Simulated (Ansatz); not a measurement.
Wires are cut from relaxed bulk Au (Fm-3m, 17.97 Å³/atom, gap on the mesh 0.00 eV); atoms and period are relaxed, and energies count from that bulk.

Method: DFT PBE, scalar-relativistic, plane waves, PAW (Ansatz).

Cutoff 420 eV, Gaussian smearing of 0.05 eV, energies at zero smearing, symmetry of each start kept, no spin polarisation.

```tsv
start	atoms	k mesh	excess energy (eV per host atom)	line energy (eV/Å)	period (Å)	gap on the mesh (eV)	highest filled level or Fermi level under vacuum (eV)
[110] wire, 16 host atoms a period	16	1×1×18	0.335	1.921	2.792	0	5.11
[110] wire, 18 host atoms a period	18	1×1×18	0.345	2.226	2.790	0	-
```

A dash: not computed, or not clear enough to read.

Spin-orbit coupling is left out, which matters for the bands of heavy elements.

Each run keeps its start's symmetry and one magnetic start, so lower states can exist.

Cost: 2 runs of about 33 core-minutes in all, on AMD EPYC 9R45 (Zen 5) (shared hosts).